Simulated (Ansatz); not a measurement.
# CuO: the cost of one run

Method: DFT PBE+U (U = 5 eV, J = 0.9 eV on Cu d), plane waves, PAW, in Ansatz 0.2.0.

1 further run of the same task is left out (it didn't finish).

### 1 Starting point

The structure is monoclinic, space group Cc (No. 9). Conventional cell: a = 4.689 Å, b = 3.427 Å, c = 5.132 Å, α = 90.00°, β = 99.65°, γ = 90.00°. Cu (site symmetry 1) is surrounded by 4 O at 1.91 to 2.02 Å. O (site symmetry 1) is surrounded by 4 Cu at 1.91 to 2.02 Å.

As a file:

```
Cu O
1.0
     2.34465   -1.71340    0.00000
     2.34465    1.71340    0.00000
    -0.86055    0.00000    5.05944
Cu O
2 2
Direct
  0.00320 0.49680 0.00000
  0.49680 0.00320 0.50000
  0.57140 0.40560 0.25370
  0.40560 0.57140 0.75370
```

An earlier series on this cell reached its lowest free state from «antiferromagnetic start, free», perhaps among other starts.

### 2 Site moments held (series factor 0.95; the input gives the size)

The input, input.yaml:

```yaml
crystal:
  lattice:
    - [2.34464976, -1.71339982, 0.0]
    - [2.34464976, 1.71339982, 0.0]
    - [-0.86054991, 0.0, 5.05943948]
  atoms:
    - { symbol: Cu, position: [0.0032, 0.4968, 0.0], spin: 0.59 }
    - { symbol: Cu, position: [0.4968, 0.0032, 0.5], spin: 0.59 }
    - { symbol: O, position: [0.5714, 0.4056, 0.2537] }
    - { symbol: O, position: [0.4056, 0.5714, 0.7537] }
basis:
  ecutwfc: 420
  ecutrho_ratio: 4
kpoints:
  mp_grid: { grid: [7, 7, 4] }
hamiltonian:
  xc: pbe
  hubbard:
    sites:
      - { site: 0, l: d, u: 5.0, j: 0.9, starting_ns: [{ spin: up, occupation_matrix: s0up }, { spin: down, occupation_matrix: s0down }] }
      - { site: 1, l: d, u: 5.0, j: 0.9, starting_ns: [{ spin: up, occupation_matrix: s1up }, { spin: down, occupation_matrix: s1down }] }
    occupation_matrices:
      s0up:
        matrix:
          - [0.97, 0.0, 0.0, 0.0, 0.0]
          - [0.0, 0.97, 0.0, 0.0, 0.0]
          - [0.0, 0.0, 0.97, 0.0, 0.0]
          - [0.0, 0.0, 0.0, 0.97, 0.0]
          - [0.0, 0.0, 0.0, 0.0, 0.97]
      s0down:
        matrix:
          - [0.9699, 0.00742, -0.00529, 0.00249, 0.00107]
          - [0.00742, 0.39147, 0.41239, -0.19433, -0.08381]
          - [-0.00529, 0.41239, 0.67604, 0.13852, 0.05974]
          - [0.00249, -0.19433, 0.13852, 0.90473, -0.02815]
          - [0.00107, -0.08381, 0.05974, -0.02815, 0.95786]
      s1up:
        matrix:
          - [0.97, 0.0, 0.0, 0.0, 0.0]
          - [0.0, 0.97, 0.0, 0.0, 0.0]
          - [0.0, 0.0, 0.97, 0.0, 0.0]
          - [0.0, 0.0, 0.0, 0.97, 0.0]
          - [0.0, 0.0, 0.0, 0.0, 0.97]
      s1down:
        matrix:
          - [0.9699, 0.00742, 0.00529, 0.00249, -0.00107]
          - [0.00742, 0.39147, -0.41239, -0.19433, 0.08381]
          - [0.00529, -0.41239, 0.67604, -0.13852, 0.05974]
          - [0.00249, -0.19433, -0.13852, 0.90473, 0.02815]
          - [-0.00107, 0.08381, 0.05974, 0.02815, 0.95786]
    ns_hold: { iters: 8 }
scf:
  occupations: { method: gaussian, width: 0.05 }
  lower_state_search: "off"
  max_iter: 150
output:
  forces: true
  stress: true
  eigenvalues: true
  populations: true
  hubbard: { sites: [{ site: 0, l: d }, { site: 1, l: d }] }
magnetization:
  spin_polarized: true
  spin_locking: { lock_spins: true }
```

The typed matrices put 0.97 on the chosen orbitals and 0.02 on the others, and are held for 8 cycles. The lock stays on to the end, so the result is a constrained state.

Launch:

```sh
> ansatz run input.yaml --threads 2 --pin off --max-ram 3072MiB --backend cpu --events-out ev --progress --plain --runs-dir out
```

**Question.** How long does this run take on 2 threads of Arm Neoverse V2, shared host, and how much memory does it need?

About 23 s, with a peak of 0.42 GiB.
